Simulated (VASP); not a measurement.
Input of a VASP 6.6.1 run:

File POSCAR:

```
Ge
1.0
   -2.4958980000      2.6508630000      1.4369470000
    2.4958980000     -2.6508630000      1.4369470000
    2.4958980000      2.6508630000     -1.4369470000
Ge
2
Direct
    0.1859430000      0.9359430000      0.2500000000
    0.8140570000      0.0640570000      0.7500000000
```

File INCAR.step1:

```
SYSTEM = Ge
PREC = Accurate
ENCUT = 520
ISMEAR = 0
SIGMA = 0.1
LREAL = .False.
LASPH = .True.
NELM = 100
NBANDS = 21
GGA = PE
ALGO = Normal
EDIFF = 1E-4
LWAVE = .True.
LCHARG = .False.
```

File INCAR.step2:

```
SYSTEM = Ge
PREC = Accurate
ENCUT = 520
EDIFF = 1E-7
ISMEAR = 0
SIGMA = 0.1
LREAL = .False.
LASPH = .True.
NELM = 100
ALGO = Normal
ISIF = 2
LWAVE = .False.
LCHARG = .False.
METAGGA = R2SCAN
LMIXTAU = .True.
NBANDS = 21
ISTART = 1
```

File KPOINTS:

```
Automatic mesh
0
Gamma
  8 8 8
  0 0 0
```

Potentials or basis: VASP PAW PBE potentials, release 64 (Ge_d).

Command:

```bash
$ cat potpaw_PBE.64/Ge_d/POTCAR > POTCAR
$ cp INCAR.step1 INCAR
$ mpirun -np 1 vasp_std > vasp.out
$ cp INCAR.step2 INCAR
$ mpirun -np 1 vasp_std > vasp.out
```

Task: What does it give for the band gap on the k mesh?

Result: None (metal or under the smearing width).

Task: Estimate the largest force.

Result: 0.042 eV/Å.

Stress tensor (GPa, compression positive):
```
-2.19  0.00  0.00
 0.00 -2.79  0.00
 0.00  0.00 -0.11
```

Caveat: the PAW data sets were made with another functional, which shifts forces and pressure a little.
